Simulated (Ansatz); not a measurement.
Cd in several cubic structure types, each at its own equilibrium volume.

Computed with PBE, plane waves, PAW datasets (generated soft set 1) (Ansatz 0.2.0 development build).

Settings: cutoff 420 eV; no spin polarisation; Fermi–Dirac smearing of 0.0612 eV; k-meshes 42³ (bcc), 42³ (fcc).

(1) Rank the structures by energy per atom, lowest first.
A. fcc
B. bcc

(2) Give the equilibrium volume and bulk modulus of each.

## Answers

(1) A (0.0 meV/atom), B (50 meV/atom).

(2) 
| structure | V₀ (Å³/atom) | B₀ (GPa) |
| --- | --- | --- |
| bcc | 23.41 | 36 |
| fcc | 22.84 | 42 |

Only these cubic types are compared here; the real ground state can be another structure or magnetic.

Model structures, not the usual forms at ambient conditions (metastable or hypothetical): Cd (bcc type), Cd (fcc type).
